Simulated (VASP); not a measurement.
Write the native input for VASP 6.6.1 that does the following.

| Quantity | Value |
| --- | --- |
| Task | single point |
| Functional | PBE |
| Dispersion | D3(BJ) |
| Potentials or basis | VASP PAW PBE potentials, release 64 (C, Cl, H) |
| Cutoff | 520 eV |
| k mesh | 1 × 1 × 1 |
| Occupations | fermi-dirac, width 0.05 eV |
| Spin | no spin polarisation |
| Dipole correction | no |
| Further INCAR settings | LREAL = Auto; ALGO = Normal; EDIFF = 1e-06; NBANDS = 82 |

The structure of H3CCl lies in POSCAR:

```
H3CCl
1.0
    9.0287150000      0.0000000000      0.0000000000
    0.0000000000      9.0287150000      0.0000000000
    0.0000000000      0.0000000000      9.0287150000
C Cl H
8 8 24
Direct
    0.4609515308      0.0031233681      0.6430704702
    0.9178161012      1.0294266681      0.7909763460
    0.0799781586      0.5503440966      0.0811078874
    0.8522142963      0.1528678223      0.2464470304
    0.0915966447      0.4579278447      0.5306181444
    0.2585085475      0.1271831041      0.3001091517
    0.8038685461      0.7801663913      0.2804496542
    0.6111722432      0.4619926534      0.9164759326
    0.4858055659      0.0980538205      0.8086975832
    0.9099633780      0.8472966530      0.8755841778
    0.2552522701      0.5707345951      0.1847771250
    0.7775192815      0.3267020833      0.3346877158
    0.1621493203      0.4766569772      0.7111864756
    0.4290754554      0.1947342451      0.2514532799
    0.7717488037      0.7337699772      0.4917089530
    0.5499342930      0.6463599748      0.8829495670
    0.5070932021      0.0550687446      0.5472871832
    0.5168731099     -0.1085093504      0.6616445419
    0.3563519283     -0.0218081975      0.5987563014
    0.9546430472      1.0083937748      0.6827438899
    0.7988955239      1.0696871039      0.8034698182
    0.9869732293      1.1064365195      0.8459011055
    0.1299963505      0.5100836609     -0.0267258408
    0.0576826270      0.4498757575      0.1387240598
    0.0098131351      0.6441558959      0.0938339509
    0.8941471738      0.0832012086      0.3374455833
    0.7645052480      0.1042562535      0.1795604358
    0.9469675364      0.1747313987      0.1741222311
    0.0007531526      0.5378617001      0.4801347700
    0.2036280910      0.4592680132      0.4820508788
    0.0500735708      0.3496843128      0.5181246722
    0.1903039358      0.2064856405      0.2461812118
    0.2526273119      0.0234584877      0.2396465056
    0.2316719489      0.1133716149      0.4171800749
    0.7235027354      0.8534769344      0.2417952056
    0.9086010578      0.8216783894      0.2712013836
    0.7996265249      0.6628628769      0.2442872546
    0.7200027911      0.4509501075      0.8644973288
    0.6366022186      0.4539848694      1.0320737779
    0.5436986326      0.3676602927      0.8695146541
```

The cell was built by a generator and needn't be a form met in nature.

One way to write it, as run:

INCAR

```
PREC     = Accurate       # precision mode
ENCUT    = 520            # plane-wave cutoff, eV
EDIFF    = 1E-6           # SCF threshold, eV
ISMEAR   = -1             # smearing method
SIGMA    = 0.05           # smearing width, eV
LREAL    = Auto         
LASPH    = True           # aspherical terms in the spheres
NELM     = 80             # most SCF steps
ALGO     = Normal         # electronic algorithm
ISIF     = 2              # what is computed and relaxed
LWAVE    = False          # write WAVECAR
LCHARG   = False          # write CHGCAR
GGA      = PE             # functional
IVDW     = 12             # dispersion correction
NBANDS   = 82             # bands
```

KPOINTS

```
regular mesh
0
Gamma
  1 1 1
```

Potentials or basis: VASP PAW PBE potentials, release 64 (C, Cl, H).

The run is started by

```bash
$ cat potpaw_PBE.64/C/POTCAR potpaw_PBE.64/Cl/POTCAR potpaw_PBE.64/H/POTCAR > POTCAR
$ mpirun -np 1 vasp_gam > vasp.out
```

Results of the run:

| Quantity | Value |
| --- | --- |
| Pressure | 0.4 GPa |
| Largest force | 4.602 eV/Å |
| Band gap on the k mesh | 4.29 eV, direct |
| Dispersion energy per atom | -0.042 eV |

It took 68 s on 1 thread of Intel(R) Xeon(R) 6975P-C (Granite Rapids) (shared host), peak memory 0.66 GiB.
